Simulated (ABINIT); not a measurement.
Wanted: the native input for an ABINIT 10.8.3 (patched build) run.

| Item | Value |
| --- | --- |
| Task | band structure |
| Functional | WC |
| Potentials or basis | JTH PAW PBE v2.0 sp |
| Cutoff | 408 eV |
| k mesh | 9 × 9 × 9 |
| Occupations | fermi-dirac, width 0.05 eV |
| Spin | no spin polarisation |
| Fine-grid cutoff | 816.342 eV |
| Exchange and correlation inside the PAW spheres | full angular mesh (pawxcdev 0, this build's default; the released program takes 1) |

Crystal: Pb.

```xyz
1
Lattice="0.0000 2.4750 2.4750 2.4750 0.0000 2.4750 2.4750 2.4750 0.0000" Properties=species:S:1:pos:R:3 pbc="T T T"
Pb    0.0000    0.0000    0.0000
```

These files were run (other wordings do the same):

run.abi

```
# Datasets: ground state, then fixed potential
ndtset 2

# Pseudopotentials
pp_dirpath "./"
pseudos "Pb.GGA_PBE-JTH_sp.xml"

# Structure
acell 3*1.0
rprim
     0.0000000000     4.6771099530     4.6771099530
     4.6771099530     0.0000000000     4.6771099530
     4.6771099530     4.6771099530     0.0000000000
ntypat 1
znucl 82
natom 1
typat 1
xred
     0.0000000000     0.0000000000     0.0000000000

# Plane-wave basis
ecut 15.0
pawecutdg 30.0

# Exchange and correlation
ixc 23

# Bands and occupations
occopt 3
tsmear 0.00183747

# SCF cycle
nstep 100

# Output
iomode 3
prtwf 0
prteig 0
prtebands 0
enunit 2
prtden1 1

# Dataset 1
kptopt1 1
ngkpt1 9 9 9
nshiftk1 1
shiftk1 0.0 0.0 0.0
nband1 6
tolvrs1 1.0e-9

# Dataset 2: bands along G-X-W-K-G-L-U-W-L-K
iscf2 -2
getden2 1
nband2 10
nbdbuf2 2
tolwfr2 1.0e-12
kptopt2 -9
ndivsm2 8
prteig2 1
kptbounds2
     0.0000000000     0.0000000000     0.0000000000
     0.5000000000     0.0000000000     0.5000000000
     0.5000000000     0.2500000000     0.7500000000
     0.3750000000     0.3750000000     0.7500000000
     0.0000000000     0.0000000000     0.0000000000
     0.5000000000     0.5000000000     0.5000000000
     0.6250000000     0.2500000000     0.6250000000
     0.5000000000     0.2500000000     0.7500000000
     0.5000000000     0.5000000000     0.5000000000
     0.3750000000     0.3750000000     0.7500000000
```

Potentials or basis: JTH PAW PBE v2.0 sp.

Run with:

```sh
$ abinit run.abi > log 2>&1
```

It gave:

```yaml
Pressure: -0.3 GPa
Band_gap_on_the_k_mesh: none (metal or under the smearing width)
Valence_electrons_inside_the_program's_atomic_spheres: Pb 2.68 (radii [1.5418] Å)
```

Caveat: the PAW data sets were made with another functional, which shifts forces and pressure a little; spin-orbit coupling is left out, which moves the levels of the heavy elements; this set keeps more shells in the core, which shifts pressures and gaps.

Wall time 13 s on 1 thread of Arm Neoverse V1, on a shared host, peak memory 0.12 GiB.
